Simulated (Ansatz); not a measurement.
# A series in volume scale on CuO

All results are calculated (Ansatz 0.2.0). Free energy against uniform scaling of the volume at fixed shape and fractions; periodic cell, basis, potentials, k mesh and filling as listed.

The cell before it is scaled or strained (space group C2/c, No. 15):
```
CuO
1.0
      2.3418    -1.7113     0.0000
      2.3418     1.7113     0.0000
     -0.8500     0.0000     5.0579
Cu O
2 2
Direct
  0.00000 0.50000 0.00000
  0.50000 0.00000 0.50000
  0.58160 0.41840 0.25000
  0.41840 0.58160 0.75000
```

Settings of every row: functional LDA; dispersion none; potentials PAW; wave cutoff 470 eV; density cutoff 1880 eV; k mesh 10x10x6; k shift 0x0x0; occupations fermi dirac; smearing width 0.1 eV; spin none.

Limits: coarse k mesh, up to 40 meV an atom off.

| row | volume scale | V (Å³/atom) | energy above lowest point (meV/atom) |
| --- | --- | --- | --- |
| 1 | 0.9 | 9.121 | 18.8 |
| 2 | 0.925 | 9.375 | ? |
| 3 | 0.95 | 9.628 | 0 |
| 4 | 0.975 | 9.881 | 4.2 |
| 5 | 1 | 10.135 | 15.9 |
| 6 | 1.025 | 10.388 | 34 |
| 7 | 1.05 | 10.642 | 57.6 |
| 8 | 1.075 | 10.895 | 85.9 |
| 9 | 1.1 | 11.148 | 118.3 |

Question: what energy above lowest point should row 2 give?

Worked fit of energy above lowest point. Take u = (V_r/V)^(2/3) − 1 with V_r = 10.261 Å³ an atom, which is twice the finite (Eulerian) strain; such expansions in the strain, on which the Birch-Murnaghan equation of state is built, carry the rest volume and the bulk modulus. The shown rows have u = 0.08168, 0.04336, 0.02548, 0.00827, -0.00817, -0.02401, -0.03918, -0.05377. Least squares give energy above lowest point = 24.16 − 1099.5 × u + 12327 × u² + 4050 × u³ meV/atom; a parabola predicts inner rows, each left out in turn, worse (root mean square 0.32 against 0.029 meV/atom). All shown rows lie on it to the printed digit. Its lowest point lies at u = 0.0437, or V = 9.624 Å³ an atom, and the curvature there gives the bulk modulus at fixed shape and fractions, B = (4/9)(1 + u)² E″(u)/V = 207 GPa. Letting shape and atoms relax would as a rule lower it, by much in layered, chain or molecular crystals. The withheld row has u = 0.06205, so the fit gives 24.16 − 1099.5 × (0.06205) + 12327 × (0.06205)² + 4050 × (0.06205)³ = 4.4 meV/atom.

The calculation gave 4.4 meV/atom. The fit meets it to the printed digit.
